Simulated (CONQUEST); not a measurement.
# La under changes of volume

One of the cells (38.320 Å³/atom); the others are scaled copies at fixed shape and fractional positions:

```xyz
2
Lattice="4.2477 0.0000 0.0000 0.0000 4.2477 0.0000 0.0000 0.0000 4.2477" Properties=species:S:1:pos:R:3 pbc="T T T"
La    0.0000    0.0000    0.0000
La    2.1238    2.1238    2.1238
```

This isn't the form of La at room conditions, which is double hcp.

```yaml
Program: CONQUEST 1.3
Functional: PBE
Potentials_or_basis: PseudoDojo NC PBE, DZP, grid of 40 × 40 × 40 points
k_mesh: 6 × 6 × 6
Occupations: fermi-dirac, width 0.05 eV
Spin: no spin polarisation
```

| volume (Å³/atom) | energy over the lowest point (meV/atom) | pressure (GPa) |
| --- | --- | --- |
| 36.020 | 39.34 | 3.5 |
| 36.787 | 25.01 | 2.7 |
| 37.553 | 13.77 | 2.0 |
| 38.320 | 5.67 | 1.4 |
| 39.086 | ? | ? |
| 39.852 | 0.00 | -0.1 |
| 40.619 | 1.56 | -0.5 |

Problem. What does the run at 39.086 Å³/atom give?

Solution. Energy over the lowest point 0.99 meV/atom; pressure 0.6 GPa.

Worked out: A Birch-Murnaghan fit of order 3 (a polynomial in V^(-2/3)) to the other rows has its minimum at 39.80 Å³/atom with B0 = V·E''(V) = 34 GPa (rough, since the energies scatter). It gives 1.23 meV/atom at 39.086 Å³/atom, against the run's 0.99, and -dE/dV = 0.6 GPa, against 0.6.

Energies are extrapolated to zero smearing.

Caveats: the basis of atomic orbitals isn't converged, which shifts pressures, moduli and gaps.
